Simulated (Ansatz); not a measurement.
# MnO2 (R-3m) in Ansatz: relaxation of cell and atoms with PBEsol

Aim: the relaxation of cell and atoms of MnO2 with PBEsol.

Everything below comes from runs of Ansatz 0.2.0. Logs are shortened: lines on timing, memory, paths and dates and some standing lists are left out, and cuts for length are marked.

### Step 1. The structure

Symmetry: R-3m, No. 166, trigonal system. Conventional cell: a = 2.857 Å, b = 2.857 Å, c = 13.752 Å, α = 90.00°, β = 90.00°, γ = 120.00°. Mn (site symmetry -3m) is surrounded by 6 O at 1.90 Å. O (site symmetry 3m) has 3 Mn at 1.90 Å as nearest neighbours.

Measurements of this composition are mostly on another form, of space group No. 136.

### Step 2. Relaxation of cell and atoms, PBEsol, collinear spin, ferromagnetic start

File input.yaml:

```yaml
crystal:
  lattice:
    - [1.4284348394, 0.824707239, 4.5839315268]
    - [-1.4284348394, 0.824707239, 4.5839315268]
    - [0.0, -1.6494144781, 4.5839315268]
  atoms:
    - { symbol: Mn, position: [0.0, 0.0, 0.0], spin: 4.0 }
    - { symbol: O, position: [0.73563551, 0.73563551, 0.73563551] }
    - { symbol: O, position: [0.26436449, 0.26436449, 0.26436449] }
hamiltonian:
  xc: pbesol
  pseudopotentials: { kind: paw }
magnetization:
  spin_polarized: true
kpoints:
  mp_grid: { grid: [11, 11, 11] }
scf:
  occupations: { method: fermi_dirac, width: 0.05 }
output:
  forces: true
  stress: true
  eigenvalues: true
relax:
  f_tol: 0.01
  max_steps: 40
  cell: { stress_tol: 0.05 }
```

Potentials or basis: Ansatz PAW.

On the command line:

```sh
$ ansatz run input.yaml --threads 2 --pin off --max-ram 5632MiB --backend cpu --events-out ev --progress --plain --runs-dir out
```

The log of the run:

```text
Warning: RAYON_NUM_THREADS=2 ignored (pool sized by the plan → 2); use --threads N
basis.fft_grid_basis auto: the FFT boxes are laid along the combinations [[1, 0, -1], [0, 1, -1], [0, 0, 1]] of the cell's own vectors, 2.857, 2.857 and 4.872 Å long. The dense box has 20×20×36 points. Along the cell's own vectors, as sized, it would have 36×36×36, 3.24 times as many. Of the 12 symmetry operations that the crystal satisfies within crystal.symmetry.tolerance (time reversal apart; of a slab, those that keep its plane) the dense box along the cell's own vectors carries 12, and the one as laid loses 8 of those. basis.fft_grid_basis: typed keeps the cell's own vectors: state it where this run's energies or levels are differenced outside the engine with another run's, or held beside a run that keeps those vectors.
Engine: ansatz 0.2.0, aarch64-unknown-linux-gnu
Pseudopotentials: kind: paw
Pseudopotential: Mn, paw, valence charge 15, recommended cutoff 420 eV (normal), Mn.paw.azcp
Pseudopotential: O, paw, valence charge 6, recommended cutoff 420 eV (normal), O.paw.azcp
Functional definition: PBEsol
  exchange = pbesol_x
  correlation = pbesol_c
Crystal: 3 atoms, lattice volume = 32.400 Å³
Basis set: ecut = 420 eV, 651 PW (Γ), FFT grids on a1−a3, a2−a3, a3, exchange–correlation on 40×40×72 points (8 copies of the dense FFT grid, shifted against one another)
Bands: 20, of which v1, the nominal top of the filled ones, is band 14 counted from 1 (13 counted from 0)
Symmetry: 12 space group operations
Space group: R-3m (ITA 166), of the structure as read, at distance tolerance 3.2e-5 Å
Magnetic group: BNS 166.97 (UNI 1327), of the structure as read, at distance tolerance 3.2e-5 Å
k-points: 146 of 1331
Non-local potential: Mn, projectors of the file, l = 0: 3, l = 1: 2, l = 2: 3, l = 3: 1
Non-local potential: O, projectors of the file, l = 0: 2, l = 1: 2, l = 2: 1
PAW form: soft (Blöchl's): semilocal exchange-correlation on the pseudo side does not see the compensation charge
PAW frozen core: Mn, regenerated for the run's functional, and the local potential with it (the file was generated under x = pbe(κ = 0.804, μ = 0.2195149727645171), c = pbe(β = 0.06672455060314922))
PAW frozen core: O, regenerated for the run's functional, and the local potential with it (the file was generated under x = pbe(κ = 0.804, μ = 0.2195149727645171), c = pbe(β = 0.06672455060314922))
PAW one-centre angular grid: Mn, 590 points (default); XC on 64 Gauss nodes
PAW one-centre angular grid: O, 110 points (default); XC on 64 Gauss nodes
Initial density: superposition of atomic densities (chi_scale 0.1, normalization cell, long waves kept (reshape's long-wave potential 0.12 eV rms))
Starting moments: Σ|m| = 4 μB on 1 of 3 sites
Initial wavefunctions: pseudopotential atomic-orbital guess
Functional: x = pbesol(κ = 0.804, μ = 0.12345679012345678), c = pbesol(β = 0.046)
SCF iter   1: F=—  HF=-4989.708992 eV  |F-HF|=—  |Δ(HF+E_count)|=         —  Δρ=6.08e-2 (↑5.36e-2 ↓6.08e-2)  dr2=3.26e0  dr2_m=3.21e-1  M=3.000 μB ∫|m|=3.505 μB  β_m=0.30  ethr=3.10e-3  ⟨swp⟩=5.7  Hψ=25473  notcnv=0
Mixer restart at iter 1: flushing history
preconditioner: auto → none  [insulator: Δε(μ)=1.139 eV  Ē_g=13.982 eV  σ=0.050 eV  W_gap=1.00  n_scr=8 (ndim 8)  ℏωp=28.4 eV  f_vac=0.071  D(μ)=0.00/eV (n_scr^D=0)  ε∞_Penn≈5.1]
SCF iter   2: F=—  HF=-4990.215517 eV  |F-HF|=—  |Δ(HF+E_count)|=   5.07e-1  Δρ=5.09e-2 (↑5.09e-2 ↓2.81e-2)  dr2=4.54e-1  dr2_m=3.17e-1  M=3.000 μB ∫|m|=3.341 μB  β_m=0.30  ethr=3.10e-3  ⟨swp⟩=3.7  Hψ=14388  notcnv=0  defer=424
SCF iter   3: F=—  HF=-4990.023876 eV  |F-HF|=—  |Δ(HF+E_count)|=   1.92e-1  Δρ=2.72e-2 (↑2.72e-2 ↓2.62e-2)  dr2=1.48e-1  dr2_m=1.53e-1  M=3.000 μB ∫|m|=3.311 μB  β_m=0.45  ethr=1.68e-3  ⟨swp⟩=3.0  Hψ=10543  notcnv=0  defer=430
SCF iter   4: F=—  HF=-4990.329014 eV  |F-HF|=—  |Δ(HF+E_count)|=         —  Δρ=2.05e-2 (↑2.05e-2 ↓1.93e-2)  dr2=4.32e-2  dr2_m=1.07e-1  M=3.000 μB ∫|m|=3.099 μB  β_m=0.45  ethr=5.50e-4  ⟨swp⟩=2.7  Hψ=9997  notcnv=0  defer=417
Mixer restart at iter 4: flushing history
SCF iter   5: F=—  HF=-4990.335032 eV  |F-HF|=—  |Δ(HF+E_count)|=   6.02e-3  Δρ=1.34e-2 (↑1.34e-2 ↓1.21e-2)  dr2=4.66e-3  dr2_m=4.54e-2  M=3.000 μB ∫|m|=3.074 μB  β_m=0.73  ethr=1.60e-4  ⟨swp⟩=2.5  Hψ=10503  notcnv=0  defer=452
SCF iter   6: F=—  HF=-4990.351353 eV  |F-HF|=—  |Δ(HF+E_count)|=   1.63e-2  Δρ=7.51e-3 (↑4.60e-3 ↓7.51e-3)  dr2=2.96e-2  dr2_m=6.61e-3  M=3.000 μB ∫|m|=3.051 μB  β_m=0.62  ethr=1.73e-5  ⟨swp⟩=2.1  Hψ=11074  notcnv=0  defer=461
SCF iter   7: F=—  HF=-4990.350062 eV  |F-HF|=—  |Δ(HF+E_count)|=   1.29e-3  Δρ=4.88e-3 (↑4.88e-3 ↓1.32e-3)  dr2=8.85e-3  dr2_m=1.19e-3  M=3.000 μB ∫|m|=3.041 μB  β_m=0.46  ethr=1.73e-5  ⟨swp⟩=2.6  Hψ=11701  notcnv=0  defer=450
SCF iter   8: F=—  HF=-4990.348070 eV  |F-HF|=—  |Δ(HF+E_count)|=   1.99e-3  Δρ=1.15e-3 (↑1.15e-3 ↓6.26e-4)  dr2=6.82e-5  dr2_m=2.19e-4  M=3.000 μB ∫|m|=3.039 μB  β_m=0.69  ethr=1.73e-5  ⟨swp⟩=2.6  Hψ=10219  notcnv=0  defer=405
SCF iter   9: F=—  HF=-4990.348132 eV  |F-HF|=—  |Δ(HF+E_count)|=   6.19e-5  Δρ=2.68e-4 (↑2.68e-4 ↓2.12e-4)  dr2=2.09e-5  dr2_m=8.22e-6  M=3.000 μB ∫|m|=3.037 μB  β_m=0.66  ethr=2.53e-7  ⟨swp⟩=2.0  Hψ=9813  notcnv=0  defer=403
SCF iter  10: F=—  HF=-4990.348125 eV  |F-HF|=—  |Δ(HF+E_count)|=   7.20e-6  Δρ=4.29e-5 (↑2.96e-5 ↓4.29e-5)  dr2=1.53e-7  dr2_m=2.93e-7  M=3.000 μB ∫|m|=3.037 μB  β_m=0.70  ethr=7.75e-8  ⟨swp⟩=2.5  Hψ=9310  notcnv=0  defer=403
[... 235 lines left out ...]
SCF iter   3: F=—  HF=-4990.357097 eV  |F-HF|=—  |Δ(HF+E_count)|=   1.39e-8  Δρ=3.82e-6 (↑3.82e-6 ↓3.13e-6)  dr2=3.27e-9  dr2_m=2.31e-10  M=3.000 μB ∫|m|=3.032 μB  β_m=0.48  ethr=7.83e-11  ⟨swp⟩=2.4  Hψ=8749  notcnv=0
SCF iter   4: F=—  HF=-4990.357097 eV  |F-HF|=—  |Δ(HF+E_count)|=   4.40e-9  Δρ=8.09e-7 (↑5.43e-7 ↓8.09e-7)  dr2=3.27e-10  dr2_m=1.57e-11  M=3.000 μB ∫|m|=3.032 μB  β_m=0.51  ethr=1.21e-11  ⟨swp⟩=2.0  Hψ=8282  notcnv=0
SCF iter   5: F=—  HF=-4990.357097 eV  |F-HF|=—  |Δ(HF+E_count)|=  6.54e-10  Δρ=3.73e-7 (↑1.83e-7 ↓3.73e-7)  dr2=3.05e-11  dr2_m=1.67e-11  M=3.000 μB ∫|m|=3.032 μB  β_m=0.76  ethr=1.21e-12  ⟨swp⟩=2.4  Hψ=8700  notcnv=0
SCF iter   6: F=—  HF=-4990.357097 eV  |F-HF|=—  |Δ(HF+E_count)|=  1.74e-10  Δρ=1.41e-7 (↑5.46e-8 ↓1.41e-7)  dr2=3.63e-12  dr2_m=2.73e-12  M=3.000 μB ∫|m|=3.032 μB  β_m=0.88  ethr=1.00e-12  ⟨swp⟩=1.6  Hψ=6806  notcnv=0
SCF iter   7: F=-4990.357097 eV  HF=-4990.357097 eV  |F-HF|=4.55e-12  |Δ(HF+E_count)|=  1.36e-11  Δρ=6.11e-8 (↑6.11e-8 ↓4.38e-8)  dr2=2.84e-12  dr2_m=3.28e-14  M=3.000 μB ∫|m|=3.032 μB  ethr=1.00e-12  ⟨swp⟩=5.0  Hψ=25397  notcnv=0
SCF 19 converged in 7 iterations: F = -4990.357097 eV  dr2 = 2.84e-12
relax step  19: F+E_penalty+E_count = -4990.35709739 eV  Δ(F+E_penalty+E_count) = -5.303e-4 eV  max|allowed force component| = 3.856e-4 eV/Å  Δτ_max = 0.0000 Å  P = +0.011 GPa  Ω = 34.544 Å³  stress off target by 3.99e-2 GPa  SCF on the basis re-selected at this cell (its energy is not comparable with the rows above)  (7 SCF iters)
basis re-selected at this cell: Δ(F+E_penalty+E_count) = -5.303e-4 eV, ΔP = +0.006 GPa vs the last step (what re-selecting the basis moved, of the pressure what is left beyond the Pulay correction that the steps carried, after the strain that the cell walked since its last selection, with what the two solves' SCF thresholds leave and, on support functions, any second-order correction that the steps lacked; it is no measure of the basis error at this ecutwfc). This SCF's stress stands 3.99e-2 GPa from its target on what of the cell is left free (relax.cell.stress_tol is 5.00e-2 GPa) and its largest allowed force component is 3.86e-4 eV/Å (relax.f_tol is 1.00e-2 eV/Å): within both
SCF converged after 7 iterations
Magnetization: 3.0000 μB (15.0000 up, 12.0000 down)
Absolute magnetization: 3.0328 μB (∫|ρ↑−ρ↓|, with the PAW one-centre terms)
Spin contamination: 0.0346 ħ² per cell (⟨S²⟩ above its minimum at these occupations)
Per-site moments (μB) at R_I (Å): [(2.4737658288432005, 0.7817695192821367), (0.05561782616896943, 0.7817695192821373), (0.05561782616896959, 0.7817695192821367)]
Free energy (F): -4990.357097 eV
Harris-Foulkes:  -4990.357097 eV  (|F-HF|=4.55e-12)
Internal energy: -4990.357086 eV  (E = F + TS)
E sigma→0 (E₀):  -4990.357092 eV
Entropy (-TS):   -0.000012 eV (-0.004 meV/atom)
Fermi energy:    7.362420 eV
--- Per-component energies (eV) ---
  E_band       = -387.736844
  E_kinetic    = 648.814026
  E_local      = -3954.072185  (includes V_loc(G=0)·N_el)
  E_nonlocal   = 335.409170
  E_hartree    = 1635.922027
  E_xc         = -257.982029
  E_vxc        = -331.254362  (∫ρ·V_xc dr)
  E_paw        = -1569.328104  (= ΣΔE_a)
  E_vpaw       = -358.482374  (= ΣTr[D̂ρ^β])
  E_aug_tail   = 0.004801  (compensation charges beyond the density's cutoff)
  E_ewald      = -1829.365017
  E_core_change = 0.240226  (= ΣΔE_core)
  E_smearing   = -0.000012  (= −TS)
  E_closure    = 0.000000  (closes the sum)
  Σ components = -4990.357097   (vs F -4990.357097, Δ=0.00e0)
--- Forces (eV/Å), atoms counted from 1 ---
  atom   1  Mn     0.00000000    -0.00000000    -0.00000000
  atom   2  O      0.00000000    -0.00000000     0.00038555
  atom   3  O     -0.00000000     0.00000000    -0.00038555
  max |Σ_I F_I| component: 4.14e-30 eV/Å
--- Stress (GPa, compression-positive) ---
       -0.003094       0.000000      -0.000000
        0.000000      -0.003094      -0.000000
       -0.000000      -0.000000       0.039939
  P = ⅓ Tr σ = 0.0113 GPa (0.113 kbar)
--- Band table (eV; the first three rows and the last of 292) ---
  k-point 0 ↑: bands = ["-74.3438", "-43.1188", "-43.1181", "-43.1181", "-12.7096", "-10.3979", "0.6362", "0.9027", "0.9027", "4.6067", "4.6067", "5.4744", "5.4865", "5.4865", "6.7119", "9.9154", "9.9154", "13.8121", "17.1313", "20.4126"]
  k-point 1 ↑: bands = ["-74.3421", "-43.1324", "-43.1213", "-43.1164", "-12.5981", "-10.4294", "0.7606", "0.8691", "0.9926", "4.1505", "4.2896", "5.4395", "5.6801", "5.7523", "6.7418", "9.6428", "9.8478", "14.1797", "17.5364", "20.5002"]
  k-point 2 ↑: bands = ["-74.3378", "-43.1707", "-43.1300", "-43.1100", "-12.2880", "-10.5146", "0.7587", "1.1745", "1.2325", "3.1837", "3.8212", "5.3859", "5.9594", "6.0474", "6.7175", "9.0683", "9.7117", "15.1297", "18.4894", "20.7514"]
  k-point 145 ↓: bands = ["-71.1893", "-40.1034", "-40.0903", "-39.9297", "-12.3632", "-10.3754", "1.6903", "1.8999", "2.1614", "4.9500", "5.1125", "5.3206", "7.8778", "7.9663", "9.4859", "11.0242", "11.2274", "16.1821", "16.9743", "20.0116"]
--- Relaxed structure (13 steps of the walk, 13 accepted, 6 SCFs on fresh bases) ---
  F+E_penalty+E_count = -4990.35709739 eV   max|allowed force component| = 3.856e-4 eV/Å   (the final SCF, on the basis selected at the relaxed cell)
  cell:  # Å, volume = 34.5441 Å³
    - [1.420658483712334, 0.820217557979877, 4.940878018611274]
    - [-1.420658483712334, 0.820217557979877, 4.940878018611274]
    - [-1.6439719738673313e-33, -1.640435116013647, 4.940878018602327]
  atoms:
    - { symbol: Mn, position: [-1.0512103625404497e-19, -1.0512103625404499e-19, -1.0512103625468455e-19] }
    - { symbol: O, position: [0.730695715549799, 0.730695715549799, 0.7306957155497992] }
    - { symbol: O, position: [0.269304284450201, 0.269304284450201, 0.2693042844502011] }
```

Wall time 2.5 min (2 threads of Arm Neoverse V1, shared host); peak memory 0.44 GiB.

What came out:

```
Free energy                            : -4990.3571 eV
Relaxed volume                         : 11.51 Å³/atom
Relaxed cell                           : a = 5.206 Å, b = 5.206 Å, c = 5.206 Å, α = 31.67°, β = 31.67°, γ = 31.67°
Space group after relaxing (to 0.05 Å) : R-3m (No. 166)
Energy gained by relaxing              : 3.0 meV/atom
Ionic steps                            : 19
Pressure after relaxing                : 0.0 GPa
Band gap on the k mesh                 : 0.77 eV, indirect (least direct gap 0.82 eV)
Net moment                             : 3.00 μB per cell
Absolute moment                        : 3.03 μB per cell
Site moments                           : Mn +2.47; O +0.06 μB
```

Step by step:
| step | energy change (eV) | largest force (eV/Å) | volume (Å³) |
| --- | --- | --- | --- |
| 1 | 0.0000 | 0.1635 | 32.40 |
| 2 | -0.0023 | 0.0709 | 32.80 |
| 3 | -0.0026 | 0.0079 | 32.94 |
| 4 | -0.0027 | 0.0004 | 32.91 |
| 5 | -0.0066 | 0.0008 | 32.91 |
| 6 | -0.0053 | 0.0043 | 33.32 |
| 7 | -0.0041 | 0.0018 | 33.56 |
| 8 | -0.0081 | 0.0021 | 33.56 |
| 9 | -0.0068 | 0.0028 | 33.87 |
| 10 | -0.0062 | 0.0169 | 33.98 |
| 11 | -0.0061 | 0.0004 | 33.99 |
| 12 | -0.0087 | 0.0008 | 33.99 |
| 13 | -0.0075 | 0.0009 | 34.25 |
| 14 | -0.0089 | 0.0008 | 34.25 |
| 15 | -0.0083 | 0.0001 | 34.38 |
| 16 | -0.0080 | 0.0001 | 34.43 |
| 17 | -0.0090 | 0.0001 | 34.43 |
| 18 | -0.0084 | 0.0004 | 34.54 |
| 19 | -0.0090 | 0.0004 | 34.54 |

Final structure:
```yaml
crystal:
  lattice:
    - [1.42066, 0.82022, 4.94088]
    - [-1.42066, 0.82022, 4.94088]
    - [0.00000, -1.64044, 4.94088]
  atoms:
    - { symbol: Mn, position: [0.00000, 0.00000, 0.00000] }
    - { symbol: O, position: [0.73070, 0.73070, 0.73070] }
    - { symbol: O, position: [0.26930, 0.26930, 0.26930] }
```

Levels at points of the mesh, in eV from the valence-band top:
Spin up:
| k point | band 13 | band 14 | band 15 | band 16 | band 17 | band 18 |
| --- | --- | --- | --- | --- | --- | --- |
| (0.00, 0.00, 0.00) | -1.48 | -1.48 | -0.25 | 2.95 | 2.95 | 6.85 |
Spin down:
```tsv
k point	band 9	band 10	band 11	band 12	band 13	band 14	band 15	band 16
(0.00, 0.00, 0.00)	-5.14	-1.38	-1.38	-1.31	0.77	0.77	2.46	4.32
```

Caveat: odd divisions of the mesh miss points on the zone boundary, where band edges often lie, so the gap on the mesh can be too wide; the plane-wave basis is chosen anew once the cell has moved, so the energies of steps on either side of that aren't comparable; the pressure holds a Pulay correction of +0.8 GPa for the finite cutoff; a cell with one magnetic atom can't hold antiferromagnetic order, which such compounds often take; the PAW data sets come from PBE, with cores solved anew for the run's functional, which leaves a small shift of forces and pressure. A k mesh can miss the band edges.
